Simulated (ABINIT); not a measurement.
# GaAs (F-43m) in ABINIT: a series of runs

One crystal, GaAs, is run at these levels: r2SCAN, PBEsol; tasks: single point.

All numbers are computed with ABINIT 10.8.3 (patched build); they aren't measurements. Logs are shortened: lines on timing, memory, paths and dates and some standing lists are left out, and cuts for length are marked. The log counts tension as positive stress, the text compression.

**What was measured.**

“Evidence of valence band perturbations in GaAsN/GaAs(001): A combined variable-angle spectroscopic ellipsometry and modulated photoreflectance investigation”, 2008, arxiv:0805.2212 reports, for a bulk crystal of GaAs at 300 K: band gap 1.412 ± 0.01 eV (direct); band gap 1.418 ± 0.005 eV (direct).

The results are compared with them further down.

## Step 1: Starting point

The structure is cubic, space group F-43m (No. 216). The conventional cell has a = 5.654 Å, b = 5.654 Å, c = 5.654 Å, α = 90.00°, β = 90.00°, γ = 90.00°. As (site symmetry -43m) has 4 Ga at 2.45 Å as nearest neighbours. Ga (site symmetry -43m) has 4 As at 2.45 Å as nearest neighbours.

## Step 2: Single point, r2SCAN

Input file run.abi:

```
pp_dirpath "./"
pseudos "As.GGA_PBE-JTH.xml, Ga.GGA_PBE-JTH.xml"

acell 7.55468967 7.55468967 7.55468967
rprim
     0.0000000000     0.7071067812     0.7071067812
     0.7071067812     0.0000000000     0.7071067812
     0.7071067812     0.7071067812     0.0000000000
ntypat 2
znucl 33 31
natom 2
typat 1 2
xcart
     4.2402750000     4.2402750000     4.2402750000
     0.0000000000     0.0000000000     0.0000000000 Angstrom

ecut 20.0
pawecutdg 40.0

kptopt 1
ngkpt 6 6 6
nshiftk 1
shiftk 0.0 0.0 0.0

ixc -497498
usekden 1
pawxcdev 0

nband 18
occopt 3
tsmear 0.00183747

nstep 100
tolvrs 1.0e-7

iomode 3
prtwf 0
prtden 0
prteig 0
prtebands 0
enunit 2
prtvol 2
```

Potentials or basis: JTH PAW PBE v2.0.

Command:

```sh
$ abinit run.abi > log 2>&1
```

run.abo:

```text
.Version 10.8.3 of ABINIT
 Symmetries : space group F-4 3 m (#216); Bravais cF (face-center cubic)
================================================================================
 Values of the parameters that define the memory need of the present run
     intxc =       0    ionmov =       0      iscf =      17    lmnmax =      18
     lnmax =       6     mgfft =      32  mpssoang =       3    mqgrid =    3001
     natom =       2  nloc_mem =       2    nspden =       1   nspinor =       1
    nsppol =       1      nsym =      24    n1xccc =       1    ntypat =       2
    occopt =       3   xclevel =       2
       mpw =        1315          nfft =       32768          nkpt =          16
 PAW method is used; the additional fine FFT grid is defined by:
   mgfftf=        45    nfftf =     91125
================================================================================
================================================================================

--------------------------------------------------------------------------------
------------- Echo of variables that govern the present computation ------------
--------------------------------------------------------------------------------
 -outvars: echo values of preprocessed input variables --------
            acell      7.5546896700E+00  7.5546896700E+00  7.5546896700E+00 Bohr
              amu      7.49215900E+01  6.97230000E+01
             ecut      2.00000000E+01 Hartree
           enunit           2
              ixc     -497498
         kptrlatt        6    0    0      0    6    0      0    0    6
          kptrlen      4.53281380E+01
            natom           2
            nband          18
            ngfft          32      32      32
          ngfftdg          45      45      45
             nkpt          16
            nstep         100
             nsym          24
           ntypat           2
           occopt           3
        pawecutdg      4.00000000E+01 Hartree
         pawxcdev           0
           prtden           0
        prtebands           0
           prteig           0
          prtkden           1
           prtvol           2
            prtwf           0
            rprim      0.0000000000E+00  7.0710678120E-01  7.0710678120E-01
                       7.0710678120E-01  0.0000000000E+00  7.0710678120E-01
                       7.0710678120E-01  7.0710678120E-01  0.0000000000E+00
          spgroup         216
           tolvrs      1.00000000E-07
           tsmear      1.83747000E-03 Hartree
            typat      1  2
          usekden           1
           useylm           1
           xangst      4.2402750000E+00  4.2402750000E+00  4.2402750000E+00
                       2.7812148131E-09  2.7812150485E-09  2.7812148131E-09
            xcart      8.0129584485E+00  8.0129584485E+00  8.0129584485E+00
                       5.2557342941E-09  5.2557347389E-09  5.2557342941E-09
             xred      7.5000000049E-01  7.5000000049E-01  7.5000000049E-01
                       4.9192830365E-10  4.9192822038E-10  4.9192830365E-10
            znucl       33.00000   31.00000

================================================================================

 chkinp: Checking input parameters for consistency.

================================================================================
== DATASET  1 ==================================================================

--- !DatasetInfo
iteration_state: {dtset: 1, }
dimensions: {natom: 2, nkpt: 16, mband: 18, nsppol: 1, nspinor: 1, nspden: 1, mpw: 1315, }
cutoff_energies: {ecut:  20.0, pawecutdg:  40.0, }
electrons: {nelect:   2.80000000E+01, charge:   0.00000000E+00, occopt:   3.00000000E+00, tsmear:   1.83747000E-03, }
meta: {optdriver: 0, ionmov: 0, optcell: 0, iscf: 17, paral_kgb: 0, }
...

 Real(R)+Recip(G) space primitive vectors, cartesian coordinates (Bohr,Bohr^-1):
 R(1)=  0.0000000  5.3419723  5.3419723  G(1)= -0.0935984  0.0935984  0.0935984
 R(2)=  5.3419723  0.0000000  5.3419723  G(2)=  0.0935984 -0.0935984  0.0935984
 R(3)=  5.3419723  5.3419723  0.0000000  G(3)=  0.0935984  0.0935984 -0.0935984
 Unit cell volume ucvol=  3.0488418E+02 bohr^3
 Angles (23,13,12)=  6.00000000E+01  6.00000000E+01  6.00000000E+01 degrees

 Coarse grid specifications (used for wave-functions):

 getcut: wavevector=  0.0000  0.0000  0.0000  ngfft=  32  32  32
         ecut(hartree)=     20.000   => boxcut(ratio)=   2.10404

 Fine grid specifications (used for densities):

 getcut: wavevector=  0.0000  0.0000  0.0000  ngfft=  45  45  45
         ecut(hartree)=     40.000   => boxcut(ratio)=   2.04570

--- Pseudopotential description ------------------------------------------------
- pspini: atom type   1  psp file is ./As.GGA_PBE-JTH.xml
 Pseudopotential format is: paw10
 basis_size (lnmax)=  6 (lmn_size= 18), orbitals=   0   0   1   1   2   2
 Spheres core radius: rc_sph= 2.10391912
 Shapefunction is BESSEL type: shapef(r,l)=aa(1,l)*jl(q(1,l)*r)+aa(2,l)*jl(q(2,l)*r)
 Radius for shape functions =  1.70360438
 Compensation charge density is not taken into account in XC energy/potential

- pspini: atom type   2  psp file is ./Ga.GGA_PBE-JTH.xml
 Pseudopotential format is: paw10
 basis_size (lnmax)=  6 (lmn_size= 18), orbitals=   0   0   1   1   2   2
[... 148 lines left out ...]
       0.750000000492      0.750000000492      0.750000000492
       0.000000000492      0.000000000492      0.000000000492
 rms dE/dt=  1.3191E-27; max dE/dt=  2.1541E-27; dE/dt below (all hartree)
    1       0.000000000000      0.000000000000      0.000000000000
    2       0.000000000000     -0.000000000000     -0.000000000000

 cartesian coordinates (angstrom) at end:
    1      4.24027500000000     4.24027500000000     4.24027500000000
    2      0.00000000278121     0.00000000278122     0.00000000278121

 cartesian forces (hartree/bohr) at end:
    1     -0.00000000000000     0.00000000000000     0.00000000000000
    2      0.00000000000000    -0.00000000000000    -0.00000000000000
 frms,max,avg= 1.7216739E-28 2.5202725E-28   0.000E+00  0.000E+00  0.000E+00 h/b

 cartesian forces (eV/Angstrom) at end:
    1     -0.00000000000000     0.00000000000000     0.00000000000000
    2      0.00000000000000    -0.00000000000000    -0.00000000000000
 frms,max,avg= 8.8532032E-27 1.2959762E-26   0.000E+00  0.000E+00  0.000E+00 e/A
 length scales=  7.554689670000  7.554689670000  7.554689670000 bohr
              =  3.997769606096  3.997769606096  3.997769606096 angstroms
 Fermi (or HOMO) energy (hartree) =   0.17237   Average Vxc (hartree)=  -0.35123
 Eigenvalues (hartree) for nkpt=  16  k points:
 kpt#   1, nband= 18, wtk=  0.00463, kpt=  0.0000  0.0000  0.0000 (reduced coord)
  -1.16748   -1.16748   -1.16748   -1.16712   -1.16712   -0.40612   -0.40612   -0.40612
  -0.40269   -0.40269   -0.33246    0.15289    0.15289    0.15289    0.18982    0.30151
   0.30151    0.30151
      occupation numbers for kpt#   1
   2.00000    2.00000    2.00000    2.00000    2.00000    2.00000    2.00000    2.00000
   2.00000    2.00000    2.00000    1.99995    1.99995    1.99995    0.00015    0.00000
   0.00000    0.00000
 kpt#   2, nband= 18, wtk=  0.03704, kpt=  0.1667  0.0000  0.0000 (reduced coord)
  -1.16748   -1.16747   -1.16747   -1.16712   -1.16712   -0.40709   -0.40588   -0.40588
  -0.40270   -0.40270   -0.32002    0.05392    0.13849    0.13849    0.22712    0.32244
   0.32244    0.34047
      occupation numbers for kpt#   2
   2.00000    2.00000    2.00000    2.00000    2.00000    2.00000    2.00000    2.00000
   2.00000    2.00000    2.00000    2.00000    2.00000    2.00000    0.00000    0.00000
   0.00000    0.00000
 kpt#   3, nband= 18, wtk=  0.03704, kpt=  0.3333  0.0000  0.0000 (reduced coord)
[... 96 lines left out ...]
  -1.16747   -1.16745   -1.16741   -1.16712   -1.16710   -0.41001   -0.40495   -0.40455
  -0.40301   -0.40257   -0.24309   -0.09149    0.01493    0.05991    0.29887    0.32731
   0.39803    0.44496
      occupation numbers for kpt#  15
   2.00000    2.00000    2.00000    2.00000    2.00000    2.00000    2.00000    2.00000
   2.00000    2.00000    2.00000    2.00000    2.00000    2.00000    0.00000    0.00000
   0.00000    0.00000
 kpt#  16, nband= 18, wtk=  0.05556, kpt= -0.3333  0.5000  0.1667 (reduced coord)
  -1.16749   -1.16743   -1.16740   -1.16713   -1.16709   -0.41035   -0.40464   -0.40429
  -0.40330   -0.40243   -0.23412   -0.09870    0.02621    0.03188    0.28572    0.29266
   0.43400    0.44464
      occupation numbers for kpt#  16
   2.00000    2.00000    2.00000    2.00000    2.00000    2.00000    2.00000    2.00000
   2.00000    2.00000    2.00000    2.00000    2.00000    2.00000    0.00000    0.00000
   0.00000    0.00000
 Fermi (or HOMO) energy (eV) =   4.69031   Average Vxc (eV)=  -9.55734
 Eigenvalues (   eV  ) for nkpt=  16  k points:
 kpt#   1, nband= 18, wtk=  0.00463, kpt=  0.0000  0.0000  0.0000 (reduced coord)
 -31.76870  -31.76870  -31.76870  -31.75892  -31.75892  -11.05108  -11.05108  -11.05108
 -10.95774  -10.95774   -9.04669    4.16033    4.16033    4.16033    5.16539    8.20452
   8.20452    8.20452
 kpt#   2, nband= 18, wtk=  0.03704, kpt=  0.1667  0.0000  0.0000 (reduced coord)
 -31.76864  -31.76844  -31.76844  -31.75887  -31.75887  -11.07742  -11.04458  -11.04458
 -10.95796  -10.95796   -8.70820    1.46725    3.76850    3.76850    6.18019    8.77403
   8.77403    9.26468
 kpt#   3, nband= 18, wtk=  0.03704, kpt=  0.3333  0.0000  0.0000 (reduced coord)
 -31.76851  -31.76796  -31.76796  -31.75873  -31.75873  -11.12199  -11.03347  -11.03347
 -10.95642  -10.95642   -7.83827   -1.33104    3.20010    3.20010    5.74818    9.21450
   9.21450   11.95701
 kpt#   4, nband= 18, wtk=  0.01852, kpt=  0.5000  0.0000  0.0000 (reduced coord)
 -31.76845  -31.76773  -31.76773  -31.75865  -31.75865  -11.14154  -11.02913  -11.02913
 -10.95438  -10.95438   -7.19113   -2.65300    2.97486    2.97486    5.52675    9.15267
   9.15267   12.45719
 kpt#   5, nband= 18, wtk=  0.02778, kpt=  0.1667  0.1667  0.0000 (reduced coord)
[... 32 lines left out ...]
 -31.76971  -31.76662  -31.76662  -31.75950  -31.75784  -11.17528  -10.99741  -10.99741
 -10.98517  -10.94463   -6.41536   -2.82907    1.38374    1.38374    5.91961    6.11279
  15.03834   15.03834
 kpt#  14, nband= 18, wtk=  0.11111, kpt=  0.5000  0.3333  0.1667 (reduced coord)
 -31.76881  -31.76760  -31.76718  -31.75908  -31.75832  -11.14829  -11.02043  -11.01380
 -10.96903  -10.95180   -7.14345   -1.76201    0.86527    2.05127    7.92050    8.43650
   9.66438   12.53160
 kpt#  15, nband= 18, wtk=  0.11111, kpt= -0.3333  0.3333  0.1667 (reduced coord)
 -31.76840  -31.76786  -31.76692  -31.75898  -31.75836  -11.15690  -11.01915  -11.00833
 -10.96658  -10.95438   -6.61491   -2.48948    0.40632    1.63029    8.13262    8.90663
  10.83088   12.10796
 kpt#  16, nband= 18, wtk=  0.05556, kpt= -0.3333  0.5000  0.1667 (reduced coord)
 -31.76898  -31.76736  -31.76662  -31.75922  -31.75812  -11.16616  -11.01080  -11.00124
 -10.97430  -10.95063   -6.37072   -2.68577    0.71329    0.86754    7.77481    7.96364
  11.80972   12.09939
 Total charge density [el/Bohr^3]
)     Maximum=    3.8304E+00  at reduced coord.    0.7556    0.7556    0.7556
)Next maximum=    3.8304E+00  at reduced coord.    0.7333    0.7556    0.7556
)     Minimum=    2.2405E-03  at reduced coord.    0.2667    0.2444    0.2444
)Next minimum=    2.2405E-03  at reduced coord.    0.2444    0.2667    0.2444
   Integrated=    2.8000E+01

--- !EnergyTerms
iteration_state     : {dtset: 1, }
comment             : Components of total free energy in Hartree
kinetic             :  8.80791656882453E+00
hartree             :  6.18713210328744E+01
xc                  : -3.57990847688469E+00
Ewald energy        : -9.91764168867730E+01
psp_core            :  4.32126658243242E+00
local_psp           : -1.63209879931236E+02
PAW spherical_terms :  1.23657777123378E+01
internal            : -1.78599923398424E+02
'-kT*entropy'       : -2.82307942895497E-08
total_energy        : -1.78599923426655E+02
total_energy_eV     : -4.85995149986535E+03
...

--- !EnergyTermsDC
iteration_state     : {dtset: 1, }
comment             : '"Double-counting" decomposition of free energy'
band_energy         : -1.60984586230745E+01
Ewald energy        : -9.91764168867730E+01
psp_core            :  4.32126658243242E+00
xc_dc               : -6.06394027135808E+01
PAW spherical_terms : -7.00691185134920E+00
internal            : -1.78599923492345E+02
'-kT*entropy'       : -2.82307942895497E-08
total_energy_dc     : -1.78599923520576E+02
total_energy_dc_eV  : -4.85995150242106E+03
...

--- !EnergyTermsWithPAWCore
iteration_state     : {dtset: 1, }
comment             : 'Components of total free energy, including PAW core contributions'
Total energy        : -4.20563126481291E+03
Total energy DC     : -4.20563126490683E+03
Total energy (eV)   : -1.14441056754998E+05
Total energy DC (eV): -1.14441056757553E+05
...

 Cartesian components of stress tensor (hartree/bohr^3)
  sigma(1 1)= -1.51874143E-05  sigma(3 2)=  0.00000000E+00
  sigma(2 2)= -1.51874143E-05  sigma(3 1)=  0.00000000E+00
  sigma(3 3)= -1.51874143E-05  sigma(2 1)=  0.00000000E+00

-Cartesian components of stress tensor (GPa)         [Pressure=  4.4683E-01 GPa]
- sigma(1 1)= -4.46829156E-01  sigma(3 2)=  0.00000000E+00
- sigma(2 2)= -4.46829156E-01  sigma(3 1)=  0.00000000E+00
- sigma(3 3)= -4.46829156E-01  sigma(2 1)=  0.00000000E+00

== END DATASET(S) ==============================================================
================================================================================

 -outvars: echo values of variables after computation  --------
            acell      7.5546896700E+00  7.5546896700E+00  7.5546896700E+00 Bohr
           etotal     -1.7859992352E+02
            fcart     -2.5202725456E-28  5.0405450912E-29  1.5121635274E-28
                       2.5202725456E-28 -5.0405450912E-29 -1.5121635274E-28
            rprim      0.0000000000E+00  7.0710678120E-01  7.0710678120E-01
                       7.0710678120E-01  0.0000000000E+00  7.0710678120E-01
                       7.0710678120E-01  7.0710678120E-01  0.0000000000E+00
           strten     -1.5187414330E-05 -1.5187414330E-05 -1.5187414330E-05
                       0.0000000000E+00  0.0000000000E+00  0.0000000000E+00
           xangst      4.2402750000E+00  4.2402750000E+00  4.2402750000E+00
                       2.7812148131E-09  2.7812150485E-09  2.7812148131E-09
             xred      7.5000000049E-01  7.5000000049E-01  7.5000000049E-01
                       4.9192830365E-10  4.9192822038E-10  4.9192830365E-10
 Calculation completed.
```

It took 38 s on 1 thread of Arm Neoverse V2, shared host; peak memory 0.13 GiB.

Results:

* Free energy: -4859.9515 eV
* Pressure: 0.4 GPa
* Band gap on the k mesh: 1.01 eV, direct
* Valence electrons inside the program's atomic spheres: As 12.72; Ga 11.08

Levels at points of the mesh, in eV from the valence-band top:
```tsv
k point	band 10	band 11	band 12	band 13	band 14	band 15	band 16	band 17	band 18
(0.00, 0.00, 0.00)	-15.12	-13.21	0.00	0.00	0.00	1.01	4.04	4.04	4.04
(0.50, 0.00, 0.00)	-15.11	-11.35	-6.81	-1.19	-1.19	1.37	4.99	4.99	8.30
(0.50, 0.50, 0.00)	-15.10	-10.58	-6.99	-2.78	-2.78	1.76	1.95	10.88	10.88
```

Caveat: totals of a meta-GGA on PAW files have another zero than those of a GGA; the PAW data sets were made with another functional, which shifts forces and pressure a little.

## Step 3: Single point, PBEsol

Input file run.abi:

```
# Pseudopotentials
pp_dirpath "./"
pseudos "As.GGA_PBE-JTH.xml, Ga.GGA_PBE-JTH.xml"

# Structure
acell 3.9977696088 3.9977696088 3.9977696088 Angstrom
rprim
     0.0000000000     0.7071067812     0.7071067812
     0.7071067812     0.0000000000     0.7071067812
     0.7071067812     0.7071067812     0.0000000000
ntypat 2
znucl 33 31
natom 2
typat 1 2
xred
     0.7500000000     0.7500000000     0.7500000000
     0.0000000000     0.0000000000     0.0000000000

# Plane-wave basis
ecut 462.593566 eV
pawecutdg 34.0

# k points
kptopt 1
ngkpt 5 5 5
nshiftk 1
shiftk 0.0 0.0 0.0

# Exchange and correlation
ixc -116133

# Bands and occupations
nband 18
occopt 3
tsmear 0.05 eV

# SCF cycle
nstep 100
tolvrs 1.0e-9

# Output
iomode 3
prtwf 0
prtden 0
prteig 0
prtebands 0
enunit 1
```

Potentials or basis: JTH PAW PBE v2.0.

Command:

```sh
$ abinit run.abi > log 2>&1
```

Wall time 9.8 s (1 thread of Arm Neoverse V2, shared host); peak memory 0.11 GiB.

It converged, with:

```yaml
Free_energy: -5249.7495 eV
Pressure: 0.2 GPa
Band_gap_on_the_k_mesh: 0.43 eV, direct
Valence_electrons_inside_the_program's_atomic_spheres: As 12.73; Ga 11.07
```

Levels at points of the mesh, in eV from the valence-band top:
| k point | band 11 | band 12 | band 13 | band 14 | band 15 | band 16 | band 17 | band 18 |
| --- | --- | --- | --- | --- | --- | --- | --- | --- |
| (0.00, 0.00, 0.00) | -12.76 | 0.00 | 0.00 | 0.00 | 0.43 | 3.68 | 3.68 | 3.68 |

Caveat: the PAW data sets were made with another functional, which shifts forces and pressure a little.

## Step 4: Comparison with measurements

Step 2. Against the measured gap of GaAs, 1.412 eV (direct; 300 K; “Evidence of valence band perturbations in GaAsN/GaAs(001): A combined variable-angle spectroscopic ellipsometry and modulated photoreflectance investigation”, 2008, arxiv:0805.2212), the calculated 1.01 eV is off by -0.41 eV. 3 values of this kind are on record (1.412 to 1.51 eV); this one was drawn at random among those near their median, those with a stated uncertainty first. Spin-orbit coupling on As, Ga is left out. The value is that of r2SCAN on a finite k mesh, which can miss the band edges, without temperature or zero-point motion.

Step 3. A measured gap of GaAs is 1.418 eV (direct; 300 K; “Evidence of valence band perturbations in GaAsN/GaAs(001): A combined variable-angle spectroscopic ellipsometry and modulated photoreflectance investigation”, 2008, arxiv:0805.2212); the calculated 0.43 eV misses it by -0.99 eV. 3 values of this kind are on record (1.412 to 1.51 eV); this one was drawn at random among those near their median, those with a stated uncertainty first. Spin-orbit coupling on As, Ga is left out. The value is that of PBEsol, without temperature or zero-point motion. Semilocal functionals fall short of measured gaps as a rule.
